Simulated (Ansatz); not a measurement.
The system is SnO.

```xyz
2
Lattice="3.1319 0.0000 0.0000 0.0000 3.1319 0.0000 0.0000 0.0000 3.1319" Properties=species:S:1:pos:R:3 pbc="T T T"
Sn    0.0000    0.0000    0.0000
O     1.5660    1.5660    1.5660
```

The cell was built by a generator and needn't be a form met in nature.

Base run:

```yaml
Program: Ansatz 0.2.0
Functional: HSE06 form with a typed share of exact exchange
Potentials_or_basis: Ansatz PAW
Cutoff: 420 eV
Density_cutoff: 1680 eV
k_mesh: 5 × 5 × 5
Occupations: fermi-dirac, width 0.05 eV
Spin: no spin polarisation
```

Its results: band gap on the k mesh 1.81 eV, indirect (least direct gap 2.30 eV).

Question: The run is repeated on the same cell with these changes: screening (1/å) from 0.3 to 0.2. What comes out?

Answer: Band gap on the k mesh 1.98 eV, indirect (least direct gap 2.46 eV).

Caveats: odd divisions of the mesh miss points on the zone boundary, where band edges often lie, so the gap on the mesh can be too wide; spin-orbit coupling is left out, which moves the levels of the heavy elements.

A k mesh can miss the band edges.

Not every run made on this cell is shown here.
